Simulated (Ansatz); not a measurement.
The system is Cs.

```
Cs
1.0
    -3.12847    3.12847    3.12847
     3.12847   -3.12847    3.12847
     3.12847    3.12847   -3.12847
Cs
1
Cartesian
  0.0000 0.0000 0.0000
```

Program: Ansatz 0.2.0. Alike in all runs: task projected density of states; potentials or basis Ansatz PAW; no spin polarisation; cell as given; k mesh 4 × 4 × 4; smearing fermi-dirac 0.05 eV. Hardware: 2 threads of Arm Neoverse V1, with other jobs on the host.

Problem. Order these runs on this cell by their wall time, lowest first.
A. level revPBE; cutoff (eV) 420
B. level PBE0; cutoff (eV) 420
C. level r2SCAN; cutoff (eV) 500

Solution. A (1.1 s), C (2.7 s), B (16 s).

Caveats: the density of states is complete only up to the lowest level of the last band computed.
